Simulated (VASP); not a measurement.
# MoS2 (P6_3/mmc) in VASP: settings compared, part 2 of 2

VASP 6.6.1.

**3. Relaxation of cell and atoms, rev-vdW-DF2**

INCAR reads:

```
SYSTEM = MoS2
AGGAC = 0.0
ALGO = Normal
EDIFF = 1E-7
EDIFFG = -0.005
ENCUT = 600
GGA = MK
IBRION = 2
ISIF = 3
ISMEAR = 0
KPAR = 2
LASPH = .TRUE.
LCHARG = .FALSE.
LREAL = .FALSE.
LUSE_VDW = .TRUE.
LWAVE = .FALSE.
NELM = 80
NSW = 90
PARAM1 = 0.1234
PARAM2 = 0.711357
PREC = Accurate
SIGMA = 0.03
ZAB_VDW = -1.8867
```

KPOINTS reads:

```
k-points
0
G
  12 12 3
  0 0 0
```

POSCAR reads:

```
MoS2                                    
1.0
    3.1675335174      0.0000000000      0.0000000000
   -1.5837667587      2.7431644888      0.0000000000
   -0.0000000000      0.0000000000     12.3421903605
  Mo              S             
     2     4
Direct
     0.3333333300000021    0.6666666699999979    0.2500000000000000
     0.6666666699999979    0.3333333300000021    0.7500000000000000
     0.3333333300000021    0.6666666699999979    0.6228959178048744
     0.6666666699999979    0.3333333300000021    0.1228959178048744
     0.3333333300000021    0.6666666699999979    0.8771040821951256
     0.6666666699999979    0.3333333300000021    0.3771040821951256
```

Potentials or basis: VASP PAW PBE potentials, release 64 (Mo_sv, S).

Launch:

```sh
> cat potpaw_PBE.64/Mo_sv/POTCAR potpaw_PBE.64/S/POTCAR > POTCAR
> mpirun -np 2 vasp_std > vasp.out
```

OUTCAR:

```text
SYSTEM = MoS2
   EDIFF = 1E-7
   EDIFFG = -0.005
   ENCUT = 600
   GGA = MK
   IBRION = 2
   ISIF = 3
   ISMEAR = 0
   LASPH = .TRUE.
   LREAL = .FALSE.
   NELM = 80
   NSW = 90
   PREC = Accurate

 ion  position               nearest neighbor table
   1  0.333  0.667  0.250-   4 2.41   6 2.41   4 2.41   6 2.41   4 2.41   6 2.41
   2  0.667  0.333  0.750-   3 2.41   5 2.41   3 2.41   5 2.41   3 2.41   5 2.41
   3  0.333  0.667  0.623-   2 2.41   2 2.41   2 2.41
   4  0.667  0.333  0.123-   1 2.41   1 2.41   1 2.41
   5  0.333  0.667  0.877-   2 2.41   2 2.41   2 2.41
   6  0.667  0.333  0.377-   1 2.41   1 2.41   1 2.41

  LATTYP: Found a hexagonal cell.
 ALAT       =     3.1675335174
 C/A-ratio  =     3.8964671700

  Lattice vectors:

 A1 = (   3.1675335174,   0.0000000000,   0.0000000000)
 A2 = (  -1.5837667587,   2.7431644888,   0.0000000000)
 A3 = (   0.0000000000,   0.0000000000,  12.3421903605)

Analysis of symmetry for initial positions (statically):
=====================================================================
 Subroutine PRICEL returns:
 Original cell was already a primitive cell.

 Routine SETGRP: Setting up the symmetry group for a
 hexagonal supercell.

 Subroutine GETGRP returns: Found 24 space group operations
 (whereof 12 operations were pure point group operations)
 out of a pool of 24 trial point group operations.

The static configuration has the point symmetry D_3d.
 The point group associated with its full space group is D_6h.

Analysis of symmetry for dynamics (positions and initial velocities):
=====================================================================
 Subroutine PRICEL returns:
 Original cell was already a primitive cell.

 Routine SETGRP: Setting up the symmetry group for a
 hexagonal supercell.

 Subroutine GETGRP returns: Found 24 space group operations
 (whereof 12 operations were pure point group operations)
 out of a pool of 24 trial point group operations.

The dynamic configuration has the point symmetry D_3d.
 The point group associated with its full space group is D_6h.

 Subroutine INISYM returns: Found 24 space group operations
[... 136 lines left out ...]
   LEPSILON=     F    determine dielectric tensor
   LRPA    =     F    only Hartree local field effects (RPA)
 conjugate gradient relaxation of ions
 non-spin polarized calculation
 Gauss-broadening in eV      SIGMA  =   0.03
  energy-cutoff  :      600.00
  volume of cell :      107.24
 maximum number of plane-waves:      3603
 NGX is ok and might be reduce to    28
   NGX = 13   NGY = 13   NGZ = 49

 number of electron      51.9999994 magnetization

 Free energy of the ion-electron system (eV)
  ---------------------------------------------------
  ext. energy  EPLUGINS =         0.00000000
  ---------------------------------------------------
  free energy    TOTEN  =       -33.60149391 eV

  energy without entropy =      -33.60149391  energy(sigma->0) =      -33.60149391

 E-fermi :   7.5279     XC(G=0): -10.9180

 val. band max:        7.3744494739   @ k =   0.0000   0.0000   0.0000
 cond. band min:       8.2396419293   @ k =   0.1667   0.1667   0.0000
 fundamental gap:      0.8651924553
 Fermi energy:         7.5278779751

 k-point     1 :       0.0000    0.0000    0.0000
  band No.  band energies     occupation
      1     -54.0900      2.00000
      2     -54.0900      2.00000
      3     -28.2615      2.00000
      4     -28.2614      2.00000
      5     -28.0379      2.00000
      6     -28.0379      2.00000
[... 805 lines left out ...]
     30       9.2282      0.00000
     31      10.1044      0.00000

 [... further k-points ...]

------------------------ aborting loop because EDIFF is reached ----------------------------------------

  FORCE on cell =-STRESS in cart. coord.  units (eV):
  Direction    XX          YY          ZZ          XY          YZ          ZX
  --------------------------------------------------------------------------------------
  -------------------------------------------------------------------------------------
  Total        0.0145562      0.0145562      0.0038630      0.0000000     -0.0000000      0.0000000
  in kB        0.2174662      0.2174662      0.0577128      0.0000000     -0.0000000      0.0000000
  external PRESSURE =       0.1642151 kB  Pullay stress =       0.0000000 kB

 VOLUME and BASIS-vectors are now :
 -----------------------------------------------------------------------------
  energy-cutoff  :      600.00
  volume of cell :      107.24
      direct lattice vectors                 reciprocal lattice vectors
     3.167533517  0.000000000  0.000000000     0.315703052  0.182271243  0.000000000
    -1.583766759  2.743164489  0.000000000     0.000000000  0.364542485  0.000000000
     0.000000000  0.000000000 12.342190361     0.000000000  0.000000000  0.081022896

 POSITION                                       TOTAL-FORCE (eV/Angst)
 -----------------------------------------------------------------------------------
     -0.00000      1.82878      3.08555        -0.000000     -0.000000      0.000000
      1.58377      0.91439      9.25664        -0.000000     -0.000000      0.000000
     -0.00000      1.82878      7.68790         0.000000     -0.000000      0.000585
      1.58377      0.91439      1.51680        -0.000000     -0.000000      0.000585
     -0.00000      1.82878     10.82539         0.000000      0.000000     -0.000585
      1.58377      0.91439      4.65429         0.000000     -0.000000     -0.000585
 -----------------------------------------------------------------------------------
    total drift:                               -0.000014      0.000008     -0.000000

  FREE ENERGIE OF THE ION-ELECTRON SYSTEM (eV)
  ---------------------------------------------------
  free  energy   TOTEN  =       -33.6014939121 eV

  energy  without entropy=      -33.6014939121  energy(sigma->0) =      -33.60149391

Total vdW correction in eV:      6.2625278

 reached required accuracy - stopping structural energy minimisation
```

CONTCAR:

```text
MoS2
   1.00000000000000
     3.1675335173999999    0.0000000000000000    0.0000000000000000
    -1.5837667586999999    2.7431644888000002    0.0000000000000000
     0.0000000000000000    0.0000000000000000   12.3421903605000001
  Mo              S
     2     4
Direct
     0.3333333300000021    0.6666666699999979    0.2500000000000000
     0.6666666699999979    0.3333333300000021    0.7500000000000000
     0.3333333300000021    0.6666666699999979    0.6228959178048754
     0.6666666699999979    0.3333333300000021    0.1228959178048754
     0.3333333300000021    0.6666666699999979    0.8771040821951246
     0.6666666699999979    0.3333333300000021    0.3771040821951246

  0.00000000E+00  0.00000000E+00  0.00000000E+00
  0.00000000E+00  0.00000000E+00  0.00000000E+00
  0.00000000E+00  0.00000000E+00  0.00000000E+00
  0.00000000E+00  0.00000000E+00  0.00000000E+00
  0.00000000E+00  0.00000000E+00  0.00000000E+00
  0.00000000E+00  0.00000000E+00  0.00000000E+00
```

It took 3 min on 2 MPI ranks of Intel Xeon 6975P-C (Granite Rapids), shared host; peak memory 0.71 GiB.

What came out:

```yaml
Free_energy: -33.6015 eV
Pressure_after_relaxing: 0.0 GPa
Band_gap_on_the_k_mesh: 0.87 eV, indirect (least direct gap 1.67 eV)
```

Final structure:
```cif
data_structure
_symmetry_space_group_name_H-M 'P 1'
_symmetry_Int_Tables_number 1
_cell_length_a 3.1675
_cell_length_b 3.1675
_cell_length_c 12.3422
_cell_angle_alpha 90.000
_cell_angle_beta 90.000
_cell_angle_gamma 120.000
_cell_volume 107.24
loop_
_atom_site_label
_atom_site_type_symbol
_atom_site_fract_x
_atom_site_fract_y
_atom_site_fract_z
_atom_site_occupancy
Mo1 Mo 0.33333 0.66667 0.25000 1
Mo2 Mo 0.66667 0.33333 0.75000 1
S1 S 0.33333 0.66667 0.62290 1
S2 S 0.66667 0.33333 0.12290 1
S3 S 0.33333 0.66667 0.87710 1
S4 S 0.66667 0.33333 0.37710 1
```

Levels at points of the mesh, in eV from the valence-band top:
```csv
k point,band 24,band 25,band 26,band 27,band 28,band 29
"(0.00, 0.00, 0.00)",-1.17,-1.17,0.00,2.13,2.13,2.16
"(0.50, 0.00, 0.00)",-1.48,-1.37,-1.25,1.61,1.66,1.99
```

Caveat: the relaxation stopped at its first step, so nothing moved; the PAW data sets were made with another functional, which shifts forces and pressure a little; an odd mesh through Γ misses points on the zone boundary, where band edges often lie.

**4. Relaxation of cell and atoms, PBE**

INCAR reads:

```
PREC = Accurate ; ENCUT = 600
EDIFF = 1E-6 ; ISMEAR = 0
SIGMA = 0.03 ; LREAL = False
LASPH = True ; NELM = 80
ALGO = Normal ; ISIF = 3
LWAVE = False ; LCHARG = False
GGA = PE ; IBRION = 2
NSW = 90 ; EDIFFG = -0.01
KPAR = 2
```

KPOINTS reads:

```
regular mesh
0
Gamma
  12 12 3
```

POSCAR reads:

```
MoS2
1.0
    3.1690000000      0.0000000000      0.0000000000
   -1.5845000000      2.7444345000      0.0000000000
    0.0000000000      0.0000000000     12.3240000000
Mo S
2 4
Direct
    0.3333333300      0.6666666700      0.2500000000
    0.6666666700      0.3333333300      0.7500000000
    0.3333333300      0.6666666700      0.6230000000
    0.6666666700      0.3333333300      0.1230000000
    0.3333333300      0.6666666700      0.8770000000
    0.6666666700      0.3333333300      0.3770000000
```

Potentials or basis: VASP PAW PBE potentials, release 64 (Mo_sv, S).

Launch:

```sh
> cat potpaw_PBE.64/Mo_sv/POTCAR potpaw_PBE.64/S/POTCAR > POTCAR
> mpirun -np 2 vasp_std > vasp.out
```

OUTCAR:

```text
PREC = Accurate
   ENCUT = 600
   EDIFF = 1E-6
   ISMEAR = 0
   LREAL = False
   LASPH = True
   NELM = 80
   ISIF = 3
   GGA = PE
   IBRION = 2
   NSW = 90
   EDIFFG = -0.01

 ion  position               nearest neighbor table
   1  0.333  0.667  0.250-   4 2.41   6 2.41   4 2.41   6 2.41   4 2.41   6 2.41
   2  0.667  0.333  0.750-   3 2.41   5 2.41   3 2.41   5 2.41   3 2.41   5 2.41
   3  0.333  0.667  0.623-   2 2.41   2 2.41   2 2.41
   4  0.667  0.333  0.123-   1 2.41   1 2.41   1 2.41
   5  0.333  0.667  0.877-   2 2.41   2 2.41   2 2.41
   6  0.667  0.333  0.377-   1 2.41   1 2.41   1 2.41

  LATTYP: Found a hexagonal cell.
 ALAT       =     3.1690000000
 C/A-ratio  =     3.8889239508

  Lattice vectors:

 A1 = (   3.1690000000,   0.0000000000,   0.0000000000)
 A2 = (  -1.5845000000,   2.7444345000,   0.0000000000)
[... 1128 lines left out ...]
     31       9.1003      0.00000

 [... further k-points ...]

[... ionic steps 4 to 31 ...]

--------------------------------------- Ionic step       32  -------------------------------------------

 number of electron      51.9999991 magnetization

------------------------ aborting loop because EDIFF is reached ----------------------------------------
[... 75 lines left out ...]
--------------------------------------- Ionic step       34  -------------------------------------------

 number of electron      51.9999991 magnetization

 Free energy of the ion-electron system (eV)
  ---------------------------------------------------
  ext. energy  EPLUGINS =         0.00000000
  ---------------------------------------------------
  free energy    TOTEN  =       -43.70740886 eV

  energy without entropy =      -43.70740886  energy(sigma->0) =      -43.70740886

 E-fermi :   5.2238     XC(G=0):  -9.5666

 val. band max:        5.0083138327   @ k =   0.0000   0.0000   0.0000
 cond. band min:       6.4334508493   @ k =   0.3333   0.3333   0.0000
 fundamental gap:      1.4251370166
 Fermi energy:         5.2238079360

 k-point     1 :       0.0000    0.0000    0.0000
  band No.  band energies     occupation
      1     -56.0968      2.00000
      2     -56.0968      2.00000
      3     -30.2348      2.00000
      4     -30.2347      2.00000
      5     -30.0336      2.00000
      6     -30.0336      2.00000
[... 840 lines left out ...]
  FREE ENERGIE OF THE ION-ELECTRON SYSTEM (eV)
  ---------------------------------------------------
  free  energy   TOTEN  =       -43.7074088573 eV

  energy  without entropy=      -43.7074088573  energy(sigma->0) =      -43.70740886

 reached required accuracy - stopping structural energy minimisation
```

Wall time 24 min (2 MPI ranks of Intel Xeon Platinum 8488C (Sapphire Rapids), shared host); peak memory 0.33 GiB.

What came out:

```yaml
Free_energy: -43.7074 eV
Relaxed_volume: 21.30 Å³/atom
Relaxed_cell: a = 3.185 Å, b = 3.185 Å, c = 14.545 Å, α = 90.00°, β = 90.00°, γ = 120.00°
Space_group_after_relaxing_to_0.05_Å: P6_3/mmc (No. 194)
Energy_gained_by_relaxing: 15.3 meV/atom
Ionic_steps: 34
Pressure_after_relaxing: -0.1 GPa
Band_gap_on_the_k_mesh: 1.43 eV, indirect (least direct gap 1.66 eV)
```

Step by step:
```csv
step,energy change (eV),largest force (eV/Å),pressure (GPa),volume (Å³)
1,0.0000,0.0787,1.84,107.18
2,-0.0015,0.4792,-2.05,110.41
3,-0.0099,0.2915,-0.20,108.85
4,-0.0225,0.1768,-0.19,109.79
5,-0.0311,0.0806,-0.02,111.87
6,-0.0372,0.0754,-0.07,112.36
7,-0.0525,0.0618,-0.21,113.84
8,-0.0728,0.0454,-0.31,116.80
9,-0.0894,0.0721,0.00,122.66
10,-0.0910,0.0964,0.25,125.35
11,-0.0851,0.2083,1.01,130.71
12,-0.0030,0.7823,-4.25,137.64
13,-0.0890,0.0201,-0.02,131.94
14,-0.0890,0.0240,-0.02,131.92
15,-0.0880,0.1177,0.51,131.31
16,-0.0890,0.0279,0.02,131.89
17,-0.0891,0.0208,0.05,131.65
18,-0.0893,0.0072,0.11,131.21
19,-0.0894,0.0016,0.08,131.18
20,-0.0896,0.0147,-0.05,131.07
21,-0.0897,0.0473,-0.26,130.84
22,-0.0898,0.0467,-0.25,130.80
23,-0.0899,0.0436,-0.25,130.66
24,-0.0902,0.0371,-0.26,130.38
25,-0.0907,0.0245,-0.26,129.83
26,-0.0912,0.0032,-0.24,128.73
27,-0.0915,0.0214,-0.08,128.40
28,-0.0916,0.0405,0.09,128.05
29,-0.0917,0.0227,0.07,127.90
30,-0.0918,0.0053,0.05,127.75
31,-0.0918,0.0018,-0.01,127.79
32,-0.0918,0.0066,-0.05,127.81
33,-0.0918,0.0029,-0.05,127.80
34,-0.0918,0.0014,-0.06,127.79
```

Final structure:
```
Mo S
1.0
     3.18516    0.00000    0.00000
    -1.59258    2.75843    0.00000
     0.00000    0.00000   14.54518
Mo S
2 4
Direct
  0.33333 0.66667 0.25000
  0.66667 0.33333 0.75000
  0.33333 0.66667 0.64262
  0.66667 0.33333 0.14262
  0.33333 0.66667 0.85738
  0.66667 0.33333 0.35738
```

Levels at points of the mesh, in eV from the valence-band top:
| k point | band 24 | band 25 | band 26 | band 27 | band 28 | band 29 |
| --- | --- | --- | --- | --- | --- | --- |
| (0.00, 0.00, 0.00) | -1.65 | -0.44 | 0.00 | 2.52 | 2.52 | 2.52 |
| (0.50, 0.00, 0.00) | -1.21 | -0.87 | -0.86 | 2.00 | 2.00 | 2.48 |

Caveat: the volume moved by over 15 % at a fixed basis, so the end points are rough; an odd mesh through Γ misses points on the zone boundary, where band edges often lie; this functional lacks dispersion, which binds the layers, so the pressure and a relaxed spacing across them are unreliable, and here the layers came unbound; the volume moved by +19 % from the deposited cell, more than functionals usually miss.
